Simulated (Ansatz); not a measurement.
Crystal: Pd.

```
Pd
1.0
    -1.57228    1.57228    1.57228
     1.57228   -1.57228    1.57228
     1.57228    1.57228   -1.57228
Pd
1
Direct
  0.00000 0.00000 0.00000
```

This isn't the form of Pd at room conditions, which is fcc.

| Property | Result |
| --- | --- |
| Program | Ansatz 0.2.0 |
| Task | relaxation of cell and atoms |
| Functional | PBEsol |
| Dispersion | D4 |
| Potentials or basis | Ansatz PAW |
| Cutoff | 420 eV (not typed: the program's choice for these potentials) |
| k mesh | 12 × 12 × 12 |
| Occupations | fermi-dirac, width 0.05 eV |
| Spin | no spin polarisation |

At the start: volume 15.55 Å³/atom.

Task: How do energy, volume and symmetry change on relaxing?

Result: It ends after 5 steps and the volume is 14.45 Å³/atom (-7.1 %); space group Im-3m (No. 229, to 0.05 Å).

Step by step:
| step | energy change (eV) | largest force (eV/Å) | volume (Å³) |
| --- | --- | --- | --- |
| 1 | 0.0000 | 0.0000 | 15.55 |
| 2 | -0.0015 | 0.0000 | 13.51 |
| 3 | -0.0460 | 0.0000 | 14.60 |
| 4 | -0.0471 | 0.0000 | 14.45 |
| 5 | -0.0467 | 0.0000 | 14.45 |

Final structure:
```
CELL_PARAMETERS angstrom
-1.53442 1.53442 1.53442
1.53442 -1.53442 1.53442
1.53442 1.53442 -1.53442
ATOMIC_POSITIONS crystal
Pd 0.00000 0.00000 0.00000
```

Caveat: the plane-wave basis is chosen anew once the cell has moved, so the energies of steps on either side of that aren't comparable; pairwise dispersion overbinds metals, which lowers pressure and volume; the PAW data sets come from PBE, with cores solved anew for the run's functional, which leaves a small shift of forces and pressure.
